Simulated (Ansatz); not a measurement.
# Platinum, omega (AlB2-type) under LDA: structure, energy and stiffness, part 2 of 2

Aim: take platinum in the omega (AlB2-type) structure, relax it, solve it on a dense k-mesh, then scale the cell to 7 volumes from 88 to 112 % of the relaxed one and try a fit of the equation of state. Spin polarisation is left out. The k-meshes are 8×8×12 for the relaxation; 11×11×16 for the dense run; 9×9×13 for the volumes.

Ansatz 0.2.0; DFT, LDA (PW92), plane waves (420 eV) with PAW, scalar-relativistic.

## Step 6: Volume × 0.96

Contents of input.yaml:

```yaml
crystal:
  lattice:
    - [4.3857584896, 0.0, 0.0]
    - [-2.1928792448, 3.7981782668, 0.0]
    - [0.0, 0.0, 2.612990744]
  atoms:
    - { symbol: Pt, position: [1.0, 1.0, 1.0] }
    - { symbol: Pt, position: [0.3333333333, 0.6666666667, 0.5] }
    - { symbol: Pt, position: [0.6666666667, 0.3333333333, 0.5] }
hamiltonian:
  xc: lda
  pseudopotentials:
    kind: paw
    azcp:
      Pt: "pseudopotentials/Pt.paw.azcp"
basis:
  ecutwfc: 420
  fft_grid_basis: typed
kpoints:
  mp_grid: { grid: [9, 9, 13], shift: [0, 0, 0] }
magnetization:
  spin_polarized: false
scf:
  occupations: { method: fermi_dirac, width: 0.1 }
  lower_state_search: "off"
output:
  stress: true
```

What it wrote, shortened:

```text
Warning: <dir> the record states the generating functional pbe (its physics header spells it `PBE`), which answers neither for hamiltonian.xc's functional nor for the lda family's — results may be inconsistent (PPs are generated against a specific XC)
Warning: RAYON_NUM_THREADS=2 ignored (pool sized by the plan → 2); use --threads N
[...]
Pseudopotentials: kind: paw
Pseudopotential: Pt, paw, valence charge 18, recommended cutoff 420 eV (normal), <dir>
Functional definition: SPW92
[...]
Crystal: 3 atoms, lattice volume = 43.527 Å³
Basis set: ecut = 420 eV, 879 PW (Γ)
Bands: 33, of which v1, the nominal top of the filled ones, is band 27 counted from 1 (26 counted from 0)
Symmetry: 24 space group operations
Space group: P6/mmm (ITA 191), of the structure as read, at distance tolerance 3.5e-5 Å
k-points: 84 of 1053
[...]
SCF iter   1: F=—  HF=-36734.464625 eV  |F-HF|=—  |Δ(HF+E_count)|=         —  Δρ=1.10e-2  dr2=2.70e-2  ethr=1.77e-3  ⟨swp⟩=5.6  Hψ=10278  notcnv=0  defer=16
[...]
SCF iter   6: F=-36734.459194 eV  HF=-36734.459194 eV  |F-HF|=1.44e-8  |Δ(HF+E_count)|=   1.43e-8  Δρ=7.19e-6  dr2=1.81e-8  ethr=1.85e-10  ⟨swp⟩=4.0  Hψ=9058  notcnv=0
[...]
SCF converged after 6 iterations
Free energy (F): -36734.459194 eV
[...]
E sigma→0 (E₀):  -36734.380851 eV
Entropy (-TS):   -0.156686 eV (-52.229 meV/atom)
Fermi energy:    24.189676 eV
[...]
--- Stress (GPa, compression-positive) ---
       12.839888      -0.000000       0.000000
       -0.000000      12.839888       0.000000
        0.000000       0.000000      14.215272
  P = ⅓ Tr σ = 13.2983 GPa (132.983 kbar)
```

Run time: 1.1 s. Hardware: 2 threads of an x86-64 CPU, shared host; peak memory 0.41 GiB.

## Step 7: Volume × 1.0

input.yaml: that of step 6 with these lines changed.

```diff
@@ -2,5 +2,5 @@
   lattice:
-    - [4.3857584896, 0.0, 0.0]
-    - [-2.1928792448, 3.7981782668, 0.0]
-    - [0.0, 0.0, 2.612990744]
+    - [4.4458448396, 0.0, 0.0]
+    - [-2.2229224198, 3.8502145723, 0.0]
+    - [0.0, 0.0, 2.6487895863]
   atoms:
```

What it wrote, shortened:

```text
Warning: <dir> the record states the generating functional pbe (its physics header spells it `PBE`), which answers neither for hamiltonian.xc's functional nor for the lda family's — results may be inconsistent (PPs are generated against a specific XC)
Warning: RAYON_NUM_THREADS=2 ignored (pool sized by the plan → 2); use --threads N
[...]
[... 3 set-up lines as earlier in the session ...]
[...]
Crystal: 3 atoms, lattice volume = 45.341 Å³
Basis set: ecut = 420 eV, 927 PW (Γ)
Bands: 33, of which v1, the nominal top of the filled ones, is band 27 counted from 1 (26 counted from 0)
[... 2 set-up lines as earlier in the session ...]
k-points: 84 of 1053
[...]
SCF iter   1: F=—  HF=-36734.536622 eV  |F-HF|=—  |Δ(HF+E_count)|=         —  Δρ=1.05e-2  dr2=2.55e-2  ethr=1.77e-3  ⟨swp⟩=5.3  Hψ=9947  notcnv=0  defer=21
[...]
SCF iter   6: F=-36734.531857 eV  HF=-36734.531857 eV  |F-HF|=1.30e-8  |Δ(HF+E_count)|=   1.45e-8  Δρ=7.20e-6  dr2=1.74e-8  ethr=1.85e-10  ⟨swp⟩=4.0  Hψ=9017  notcnv=0
[...]
SCF converged after 6 iterations
Free energy (F): -36734.531857 eV
[...]
E sigma→0 (E₀):  -36734.449854 eV
Entropy (-TS):   -0.164007 eV (-54.669 meV/atom)
Fermi energy:    22.903157 eV
[...]
--- Stress (GPa, compression-positive) ---
       -0.313235       0.000000      -0.000000
        0.000000      -0.313235      -0.000000
       -0.000000      -0.000000       0.906760
  P = ⅓ Tr σ = 0.0934 GPa (0.934 kbar)
```

It took 1.1 s on 2 threads of an x86-64 CPU, shared host; peak memory 0.42 GiB.

## Step 8: Volume × 1.04

input.yaml: that of step 7 with these lines changed.

```diff
@@ -2,5 +2,5 @@
   lattice:
-    - [4.4458448396, 0.0, 0.0]
-    - [-2.2229224198, 3.8502145723, 0.0]
-    - [0.0, 0.0, 2.6487895863]
+    - [4.5043495071, 0.0, 0.0]
+    - [-2.2521747536, 3.9008811007, 0.0]
+    - [0.0, 0.0, 2.6836460781]
   atoms:
```

What it wrote, shortened:

```text
Warning: <dir> the record states the generating functional pbe (its physics header spells it `PBE`), which answers neither for hamiltonian.xc's functional nor for the lda family's — results may be inconsistent (PPs are generated against a specific XC)
Warning: RAYON_NUM_THREADS=2 ignored (pool sized by the plan → 2); use --threads N
[...]
[... 3 set-up lines as earlier in the session ...]
[...]
Crystal: 3 atoms, lattice volume = 47.154 Å³
Basis set: ecut = 420 eV, 927 PW (Γ)
Bands: 33, of which v1, the nominal top of the filled ones, is band 27 counted from 1 (26 counted from 0)
[... 2 set-up lines as earlier in the session ...]
k-points: 84 of 1053
[...]
SCF iter   1: F=—  HF=-36734.477151 eV  |F-HF|=—  |Δ(HF+E_count)|=         —  Δρ=1.01e-2  dr2=2.53e-2  ethr=1.77e-3  ⟨swp⟩=5.3  Hψ=9865  notcnv=0  defer=20
[...]
SCF iter   6: F=-36734.472417 eV  HF=-36734.472417 eV  |F-HF|=7.17e-9  |Δ(HF+E_count)|=   7.89e-8  Δρ=6.84e-6  dr2=1.97e-8  ethr=1.85e-10  ⟨swp⟩=4.0  Hψ=8958  notcnv=0
[...]
SCF converged after 6 iterations
Free energy (F): -36734.472417 eV
[...]
E sigma→0 (E₀):  -36734.386733 eV
Entropy (-TS):   -0.171367 eV (-57.122 meV/atom)
Fermi energy:    21.716944 eV
[...]
--- Stress (GPa, compression-positive) ---
      -10.514278      -0.000000       0.000000
       -0.000000     -10.514278       0.000000
        0.000000       0.000000      -9.454098
  P = ⅓ Tr σ = -10.1609 GPa (-101.609 kbar)
```

Run time: 1.1 s. Hardware: 2 threads of an x86-64 CPU, shared host; peak memory 0.43 GiB.

## Step 9: Volume × 1.08

input.yaml: that of step 8 with these lines changed.

```diff
@@ -2,5 +2,5 @@
   lattice:
-    - [4.5043495071, 0.0, 0.0]
-    - [-2.2521747536, 3.9008811007, 0.0]
-    - [0.0, 0.0, 2.6836460781]
+    - [4.561372643, 0.0, 0.0]
+    - [-2.2806863215, 3.950264585, 0.0]
+    - [0.0, 0.0, 2.7176198882]
   atoms:
@@ -27 +27,5 @@
   stress: true
+  write_density: true
+  write_potential: true
+  elf: true
+  volumetric_format: npy
```

What it wrote, shortened:

```text
Warning: <dir> the record states the generating functional pbe (its physics header spells it `PBE`), which answers neither for hamiltonian.xc's functional nor for the lda family's — results may be inconsistent (PPs are generated against a specific XC)
Warning: RAYON_NUM_THREADS=2 ignored (pool sized by the plan → 2); use --threads N
[...]
[... 3 set-up lines as earlier in the session ...]
[...]
Crystal: 3 atoms, lattice volume = 48.968 Å³
Basis set: ecut = 420 eV, 951 PW (Γ)
Bands: 33, of which v1, the nominal top of the filled ones, is band 27 counted from 1 (26 counted from 0)
[... 1 set-up line as earlier in the session ...]
Space group: P6/mmm (ITA 191), of the structure as read, at distance tolerance 3.7e-5 Å
k-points: 84 of 1053
[...]
SCF iter   1: F=—  HF=-36734.315334 eV  |F-HF|=—  |Δ(HF+E_count)|=         —  Δρ=9.84e-3  dr2=2.59e-2  ethr=1.77e-3  ⟨swp⟩=5.2  Hψ=9740  notcnv=0  defer=21
[...]
SCF iter   6: F=-36734.310605 eV  HF=-36734.310605 eV  |F-HF|=8.76e-9  |Δ(HF+E_count)|=   6.27e-8  Δρ=6.69e-6  dr2=2.15e-8  ethr=1.85e-10  ⟨swp⟩=8.9  Hψ=16434  notcnv=0
[...]
SCF converged after 6 iterations
Free energy (F): -36734.310605 eV
[...]
E sigma→0 (E₀):  -36734.221212 eV
Entropy (-TS):   -0.178786 eV (-59.595 meV/atom)
Fermi energy:    20.620410 eV
[...]
--- Stress (GPa, compression-positive) ---
      -18.385029       0.000000       0.000000
        0.000000     -18.385029       0.000000
        0.000000       0.000000     -17.478860
  P = ⅓ Tr σ = -18.0830 GPa (-180.830 kbar)
--- Band table (eV; the first three rows and the last of 84) ---
[...]
```

Run time: 1.6 s. Hardware: 2 threads of an x86-64 CPU, shared host; peak memory 0.41 GiB.

Density in a lattice plane of the grid's cell (edges 4.56 and 4.56 Å, at 0.500 of the third edge), which holds Pt.

Ten even steps from '0' (0.20 e/Å³) to '9' (11.68 e/Å³):
```
000000000000000000000000
000000000000000000000000
000000001222100000000000
000000124554210000000000
000001357775310000000000
000013689985210000000000
000025799964100000000000
000135788642000000000000
000134665310000000110000
000122332100000123322100
000001100000001356643100
000000000000024688753100
000000000000146999752000
000000000001258998631000
000000000001357775310000
000000000001245542100000
000000000000122210000000
000000000000000000000000
000000000000000000000000
000000000000000000000000
```
Columns run along the first of these edges and rows up along the second, over one cell in 24 and 20 even steps from the bottom left corner. Atoms in the plane (fractional): Pt at (0.33, 0.67), Pt at (0.67, 0.33).

ELF in the same plane.

Ten even steps from '0' (0.21) to '9' (0.68):
```
111000001122211000000111
100000001233210000000111
000000024565431000000000
000001367888641000000000
000014799999741000000000
000147999999631000000000
111368999997421110000000
212479999975321110000001
222468998753222122333211
222356765322222356765322
211233322122235789986422
210000001112357999997421
100000001112479999986311
000000000013699999974100
000000000014799999741000
000000000014688876310000
000000000013456542000000
111100000001233210000000
111100000011222110000011
111000001122222110000011
```
Columns run along the first of these edges and rows up along the second, over one cell in 24 and 20 even steps from the bottom left corner. Atoms in the plane (fractional): Pt at (0.33, 0.67), Pt at (0.67, 0.33).

Both are smooth fields of the valence electrons: close to the nuclei they are not physical.

## Step 10: Volume × 1.12

input.yaml: that of step 9 with these lines changed.

```diff
@@ -2,5 +2,5 @@
   lattice:
-    - [4.561372643, 0.0, 0.0]
-    - [-2.2806863215, 3.950264585, 0.0]
-    - [0.0, 0.0, 2.7176198882]
+    - [4.6170046214, 0.0, 0.0]
+    - [-2.3085023107, 3.9984432916, 0.0]
+    - [0.0, 0.0, 2.7507648608]
   atoms:
@@ -27,5 +27 @@
   stress: true
-  write_density: true
-  write_potential: true
-  elf: true
-  volumetric_format: npy
```

What it wrote, shortened:

```text
Warning: <dir> the record states the generating functional pbe (its physics header spells it `PBE`), which answers neither for hamiltonian.xc's functional nor for the lda family's — results may be inconsistent (PPs are generated against a specific XC)
Warning: RAYON_NUM_THREADS=2 ignored (pool sized by the plan → 2); use --threads N
[...]
[... 3 set-up lines as earlier in the session ...]
[...]
Crystal: 3 atoms, lattice volume = 50.781 Å³
Basis set: ecut = 420 eV, 975 PW (Γ)
Bands: 33, of which v1, the nominal top of the filled ones, is band 27 counted from 1 (26 counted from 0)
[... 2 set-up lines as earlier in the session ...]
k-points: 84 of 1053
[...]
SCF iter   1: F=—  HF=-36734.074927 eV  |F-HF|=—  |Δ(HF+E_count)|=         —  Δρ=9.63e-3  dr2=2.71e-2  ethr=1.77e-3  ⟨swp⟩=5.2  Hψ=9668  notcnv=0  defer=22
[...]
SCF iter   6: F=-36734.069990 eV  HF=-36734.069990 eV  |F-HF|=1.07e-8  |Δ(HF+E_count)|=   6.44e-8  Δρ=6.77e-6  dr2=2.43e-8  ethr=1.85e-10  ⟨swp⟩=4.0  Hψ=8998  notcnv=0
[...]
SCF converged after 6 iterations
Free energy (F): -36734.069990 eV
[...]
E sigma→0 (E₀):  -36733.976849 eV
Entropy (-TS):   -0.186282 eV (-62.094 meV/atom)
Fermi energy:    19.604153 eV
[...]
--- Stress (GPa, compression-positive) ---
      -24.410724      -0.000000      -0.000000
       -0.000000     -24.410724      -0.000000
       -0.000000      -0.000000     -23.648331
  P = ⅓ Tr σ = -24.1566 GPa (-241.566 kbar)
```

Run time: 1.2 s. Hardware: 2 threads of an x86-64 CPU, shared host; peak memory 0.43 GiB.

## Step 11: Fitting the volumes

All volumes keep the relaxed shape and fractional coordinates.

| V (Å³/atom) | E − E₀ (meV/atom) | P from the stress (GPa) | P from the fit (GPa) |
| --- | --- | --- | --- |
| 13.300 | 254.9 | 52.01 | 51.77 |
| 13.904 | 102.6 | 30.26 | 29.92 |
| 14.509 | 23.0 | 13.30 | 12.96 |
| 15.114 | 0.0 | 0.09 | -0.22 |
| 15.718 | 21.0 | -10.16 | -10.47 |
| 16.323 | 76.2 | -18.08 | -18.41 |
| 16.927 | 157.6 | -24.16 | -24.55 |

A third-order Birch-Murnaghan fit gives V₀ = 15.102 Å³/atom, B₀ = 291 GPa and B₀′ = 5.3; it misses no point by more than 0.06 meV/atom.

Fit and stress differ a little: one follows E(σ → 0), the other the smeared free energy.

## Step 12: What came out

What follows sums up all 2 parts.

```
                      quantity                                   value
space group (spins left aside)                        P6/mmm (No. 191)
             conventional cell  a = 4.446 Å, c = 2.649 Å (c/a = 0.596)
                        volume                          15.114 Å³/atom
             shortest distance                                 2.567 Å
               gap on the mesh            none (levels filled in part)
               relative to fcc                           +171 meV/atom
                   V₀, B₀, B₀′            15.102 Å³/atom, 291 GPa, 5.3
```

In words: The relaxation enlarged the cell by 0.1 % in volume. Against the reference form of platinum (fcc, computed apart with the same settings) it stands 171 meV/atom higher, so it is far from stable. No gap shows: it is a metal or semimetal at this level. B₀ comes out at 291 GPa, among the stiffest elements; letting shape and positions relax at each volume could only lower it. Relaxation kept the symmetry; phonons were not checked.
